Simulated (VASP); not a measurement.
# Ir (P6_3/mmc) in VASP: notebook

One crystal, Ir, is run at these levels: PBE; tasks: single point.

Everything below comes from runs of VASP 6.6.1. Logs are shortened: lines on timing, memory, paths and dates and some standing lists are left out, and cuts for length are marked.

### Step 1. The structure

Symmetry: P6_3/mmc, No. 194, hexagonal system. Conventional cell: a = 2.751 Å, b = 2.751 Å, c = 4.462 Å, α = 90.00°, β = 90.00°, γ = 120.00°. Ir (site symmetry -6m2) has 12 Ir at 2.74 to 2.75 Å as nearest neighbours.

This isn't the form of Ir at room conditions, which is fcc.

### Step 2. Single point, PBE

The input, INCAR:

```
SYSTEM = Ir
ADDGRID = .FALSE. ; ALGO = Normal
EDIFF = 1E-6 ; ENCUT = 280
GGA = PE ; ISIF = 2
ISMEAR = 0 ; LASPH = .TRUE.
LCHARG = .FALSE. ; LREAL = .FALSE.
LWAVE = .FALSE. ; NELM = 100
PREC = Accurate ; SIGMA = 0.2
```

The input, KPOINTS:

```
k-points
0
G
  7 7 4
  0 0 0
```

The input, POSCAR:

```
Ir
1.0
    2.7513778946      0.0000000000      0.0000000000
   -1.3756889473      2.3827631521      0.0000000000
    0.0000000000      0.0000000000      4.4622900000
Ir
2
Direct
    0.3333333333      0.6666666667      0.2500000000
    0.6666666667      0.3333333333      0.7500000000
```

Potentials or basis: VASP PAW PBE potentials, release 64 (Ir).

Command:

```bash
> cat potpaw_PBE.64/Ir/POTCAR > POTCAR
> mpirun -np 1 vasp_std > vasp.out
```

OUTCAR:

```text
SYSTEM = Ir
   EDIFF = 1E-6
   ENCUT = 280
   GGA = PE
   ISIF = 2
   ISMEAR = 0
   LASPH = .TRUE.
   LREAL = .FALSE.
   NELM = 100
   PREC = Accurate

 Found     24 irreducible k-points:

 Following reciprocal coordinates:
            Coordinates               Weight
  0.000000  0.000000  0.000000      1.000000
  0.142857  0.000000  0.000000      6.000000
  0.285714 -0.000000  0.000000      6.000000
  0.428571 -0.000000  0.000000      6.000000
  0.142857  0.142857  0.000000      6.000000
  0.285714  0.142857  0.000000     12.000000
   k-points           NKPTS =     24   k-points in BZ     NKDIM =     24   number of bands    NBANDS=     13
   number of dos      NEDOS =    301   number of ions     NIONS =      2
   total plane-waves  NPLWV =   6144
   dimension x,y,z NGX =    16 NGY =   16 NGZ =   24
   dimension x,y,z NGXF=    32 NGYF=   32 NGZF=   48
   ions per type =               2
   NGX,Y,Z   is equivalent  to a cutoff of   9.67,  9.67,  8.94 a.u.
   NGXF,Y,Z  is equivalent  to a cutoff of  19.34, 19.34, 17.88 a.u.
 SYSTEM =  Ir
   PREC   = accura    normal or accurate (medium, high low for compatibility)
   ISTART =      0    job   : 0-new  1-cont  2-samecut
   ICHARG =      2    charge: 1-file 2-atom 10-const
   ISPIN  =      1    spin polarized calculation?
   LNONCOLLINEAR =      F non collinear calculations
   LSORBIT =      F    spin-orbit coupling
   LASPH  =      T    aspherical Exc in radial PAW
   ENCUT  =  280.0 eV  20.58 Ry    4.54 a.u.   3.75  3.75  6.09*2*pi/ulx,y,z
   NELM   =    100;   NELMIN=  2; NELMDL= -5     # of ELM steps
   EDIFF  = 0.1E-05   stopping-criterion for ELM
[... 8 lines left out ...]
   TEBEG  =    0.0;   TEEND  =   0.0 temperature during run
   PSTRESS=    0.0 pullay stress
   NELECT =      18.0000    total number of electrons
   NUPDOWN=      -1.0000    fix difference up-down
   EMIN   =  10.00;   EMAX   =-10.00  energy-range for DOS
   EFERMI =   0.00;   METHOD = LEGACY
   ISMEAR =     0;   SIGMA  =   0.20  broadening in eV -4-tet -1-fermi 0-gaus
   EFERMI_NEDOS =   21; number of points for ismear=-14 and -15
   IALGO  =     38    algorithm
   IMIX   =      4    mixing-type and parameters
     AMIX     =   0.40;   BMIX     =  1.00
     AMIX_MAG =   1.60;   BMIX_MAG =  1.00
  volume/ion in A,a.u.               =      14.63        98.71
  Fermi-wavevector in a.u.,A,eV,Ry     =   1.392417  2.631287 26.379323  1.938826
  Thomas-Fermi vector in A             =   2.516162
   LORBIT       =      0    0 simple, 1 ext, 2 COOP (PROOUT), +10 PAW based schemes
   GGA     = PE    functional components
   LHFCALC =     F    Hartree Fock is set to
   AEXX    =    0.0000 exact exchange contribution
   IVDW    =     0    specifies the selected vdW correction
   LEPSILON=     F    determine dielectric tensor
   LRPA    =     F    only Hartree local field effects (RPA)
 non-spin polarized calculation
 Gauss-broadening in eV      SIGMA  =   0.20
  energy-cutoff  :      280.00
  volume of cell :       29.25
 maximum number of plane-waves:       324
 NGX is ok and might be reduce to    16
   NGX =  7   NGY =  7   NGZ = 13

 number of electron      17.9999987 magnetization

 Free energy of the ion-electron system (eV)
  ---------------------------------------------------
  ext. energy  EPLUGINS =         0.00000000
  ---------------------------------------------------
  free energy    TOTEN  =       -17.67433991 eV

  energy without entropy =      -17.65531969  energy(sigma->0) =      -17.66482980

 E-fermi :  10.0108     XC(G=0): -13.7921

 val. band max:        9.8049496637   @ k =   0.1429   0.0000   0.5000
 cond. band min:      10.0661136113   @ k =   0.2857   0.1429   0.0000
 fundamental gap:      0.2611639475
 Fermi energy:        10.0108385417

 k-point     1 :       0.0000    0.0000    0.0000
  band No.  band energies     occupation
      1      -0.9297      2.00000
      2       2.1018      2.00000
      3       6.2022      2.00000
      4       6.2771      2.00000
      5       6.2771      2.00000
      6       6.8992      2.00000
      7       6.8992      2.00000
      8       7.6968      2.00000
      9       7.6968      2.00000
     10       9.2279      2.00000
     11      10.2251      0.12974
     12      10.2251      0.12974
     13      16.7379      0.00000

 k-point     2 :       0.1429    0.0000    0.0000
  band No.  band energies     occupation
      1      -0.1817      2.00000
      2       2.7305      2.00000
      3       5.4701      2.00000
      4       6.4856      2.00000
      5       6.5552      2.00000
      6       6.9084      2.00000
      7       7.0136      2.00000
      8       7.2810      2.00000
      9       7.4875      2.00000
     10       7.7211      2.00000
     11      10.4502      0.00189
     12      13.1096      0.00000
     13      16.6205      0.00000

 k-point     3 :       0.2857   -0.0000    0.0000
  band No.  band energies     occupation
      1       1.5757      2.00000
      2       3.3001      2.00000
      3       4.5881      2.00000
      4       5.3716      2.00000
      5       6.2055      2.00000
      6       6.5605      2.00000
      7       7.0462      2.00000
      8       8.5204      2.00000
      9       8.5848      2.00000
     10       9.0216      2.00000
     11      10.7413      0.00000
     12      16.4009      0.00000
     13      16.6332      0.00000

 k-point     4 :       0.4286   -0.0000    0.0000
  band No.  band energies     occupation
      1       2.6435      2.00000
      2       2.8460      2.00000
      3       3.5116      2.00000
      4       6.0934      2.00000
      5       6.3143      2.00000
      6       6.6164      2.00000
      7       7.0315      2.00000
      8      10.3208      0.02840
      9      10.6783      0.00000
     10      10.8653      0.00000
     11      11.3636      0.00000
     12      15.9505      0.00000
     13      17.2633      0.00000

 k-point     5 :       0.1429    0.1429    0.0000
  band No.  band energies     occupation
      1       1.1388      2.00000
      2       3.6337      2.00000
      3       4.7784      2.00000
      4       5.1577      2.00000
      5       6.2075      2.00000
      6       6.3652      2.00000
      7       7.5031      2.00000
      8       7.5170      2.00000
      9       8.2524      2.00000
     10       8.8876      2.00000
     11      10.5452      0.00016
     12      15.7951      0.00000
     13      16.4615      0.00000

 k-point     6 :       0.2857    0.1429    0.0000
  band No.  band energies     occupation
      1       2.8456      2.00000
      2       3.5841      2.00000
      3       3.8915      2.00000
      4       5.1507      2.00000
      5       5.8905      2.00000
      6       6.6573      2.00000
      7       6.8728      2.00000
      8       8.7822      2.00000
      9      10.0661      0.69591
     10      10.5852      0.00005
     11      11.1683      0.00000
     12      16.8988      0.00000
     13      18.3583      0.00000

 [... further k-points ...]
[... 5 lines left out ...]
  --------------------------------------------------------------------------------------
  -------------------------------------------------------------------------------------
  Total       -0.8257167     -0.8257167      0.0977921      0.0000000      0.0000000      0.0000000
  in kB      -45.2223073    -45.2223073      5.3558122      0.0000000      0.0000000      0.0000000
  external PRESSURE =     -28.3629341 kB  Pullay stress =       0.0000000 kB

 VOLUME and BASIS-vectors are now :
 -----------------------------------------------------------------------------
  energy-cutoff  :      280.00
  volume of cell :       29.25
      direct lattice vectors                 reciprocal lattice vectors
     2.751377895  0.000000000  0.000000000     0.363454254  0.209840411  0.000000000
    -1.375688947  2.382763152  0.000000000     0.000000000  0.419680823  0.000000000
     0.000000000  0.000000000  4.462290000     0.000000000  0.000000000  0.224100182

 POSITION                                       TOTAL-FORCE (eV/Angst)
 -----------------------------------------------------------------------------------
     -0.00000      1.58851      1.11557        -0.000000      0.000000      0.000000
      1.37569      0.79425      3.34672         0.000000     -0.000000      0.000000
 -----------------------------------------------------------------------------------
    total drift:                                0.000000     -0.000000     -0.000000

  FREE ENERGIE OF THE ION-ELECTRON SYSTEM (eV)
  ---------------------------------------------------
  free  energy   TOTEN  =       -17.6743399052 eV

  energy  without entropy=      -17.6553196929  energy(sigma->0) =      -17.66482980
```

It took 4.1 s on 1 thread of Intel Xeon Platinum 8375C at 2.90GHz (Ice Lake), shared host; peak memory 0.12 GiB.

The run converged, but some of its settings lie outside the range that counts as converged, so its numbers aren't taken as properties of the crystal.

What came out:

```
Free energy            : -17.6743 eV
Pressure               : -2.8 GPa
Band gap on the k mesh : none (metal or under the smearing width)
```

Caveat: the k mesh is coarse (spacing up to 0.38 Å⁻¹), so the values aren't converged.

### Step 3. Single point, PBE

INCAR is that of step 2.

KPOINTS is that of step 2.

The input, POSCAR:

```
Ir
1.0
    2.7513778946      0.0000000000      0.0000000000
   -1.3756889473      2.3827631521      0.0000000000
    0.0000000000      0.0000000000      4.4622900000
Ir
2
Direct
    0.3583140000      0.6617470000      0.2121330000
    0.6598720000      0.3587530000      0.7691070000
```

Potentials or basis: VASP PAW PBE potentials, release 64 (Ir).

Command:

```bash
> cat potpaw_PBE.64/Ir/POTCAR > POTCAR
> mpirun -np 1 vasp_std > vasp.out
```

It took 9.5 s on 1 thread of Intel Xeon Platinum 8375C at 2.90GHz (Ice Lake), shared host; peak memory 0.12 GiB.

The run converged, but some of its settings lie outside the range that counts as converged, so its numbers aren't taken as properties of the crystal.

What came out:

* Free energy: -17.1281 eV
* Pressure: 11.3 GPa
* Largest force: 3.976 eV/Å
* Band gap on the k mesh: none (metal or under the smearing width)

Caveat: the k mesh is coarse (spacing up to 0.38 Å⁻¹), so the values aren't converged.

### Step 4. Single point, PBE

INCAR, as its differences from that of step 3:

```diff
@@ -2,3 +2,3 @@
 ADDGRID = .FALSE. ; ALGO = Normal
-EDIFF = 1E-6 ; ENCUT = 280
+EDIFF = 1E-6 ; ENCUT = 650
 GGA = PE ; ISIF = 2
```

The input, KPOINTS:

```
k-points
0
G
  5 5 3
  0 0 0
```

The input, POSCAR:

```
Ir
1.0
    2.7513778946      0.0000000000      0.0000000000
   -1.3756889473      2.3827631521      0.0000000000
    0.0000000000      0.0000000000      4.4622900000
Ir
2
Direct
    0.3333333333      0.6666666667      0.2500000000
    0.6666666667      0.3333333333      0.7500000000
```

Command:

```bash
> cat potpaw_PBE.64/Ir/POTCAR > POTCAR
> mpirun -np 1 vasp_std > vasp.out
```

Wall time 7.6 s (1 thread of Intel Xeon Platinum 8375C at 2.90GHz (Ice Lake), shared host); peak memory 0.16 GiB.

These settings aren't checked as converged: the numbers below hold their error.

What came out:

- Free energy: -17.4271 eV
- Pressure: 0.4 GPa
- Band gap on the k mesh: none (metal or under the smearing width)

Caveat: the k mesh is coarse (spacing up to 0.53 Å⁻¹), so the values aren't converged.
